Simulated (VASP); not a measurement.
Input of a VASP 6.6.1 run:

INCAR

```
SYSTEM = Al
  PREC = Accurate
  ENCUT = 520
  EDIFF = 1E-7
  ISMEAR = -1
  SIGMA = 0.08
  LREAL = .FALSE.
  LASPH = .TRUE.
  NELM = 100
  ALGO = Fast
  ISIF = 2
  LWAVE = .FALSE.
  LCHARG = .FALSE.
  GGA = PE
  NBANDS = 14
```

File KPOINTS:

```
Automatic mesh
0
G
  14 14 4
  0 0 0
```

Contents of POSCAR:

```
Al
1.0
    2.1105868071      0.0000000000      0.0000000000
   -1.0552934035      1.8278217919      0.0000000000
    0.0000000000      0.0000000000      6.8639114519
Al
4
Direct
    0.0000000000      0.0000000000      0.0000000000
    0.0000000000      0.0000000000      0.5000000000
    0.3333333333      0.6666666667      0.2500000000
    0.6666666667      0.3333333333      0.7500000000
```

Potentials or basis: VASP PAW PBE potentials, release 64 (Al).

Launch:

```bash
$ cat potpaw_PBE.64/Al/POTCAR > POTCAR
$ mpirun -np 1 vasp_std > vasp.out
```

**Question.** Estimate the band gap on the k mesh.

**Answer.** None (metal or under the smearing width).

**Question.** Predict the pressure.

**Answer.** 464.8 GPa.

Caveat: the cell as given lies far from equilibrium; so large a pressure means that the cell lies far from this level's equilibrium, or that cutoff or potentials fall short.
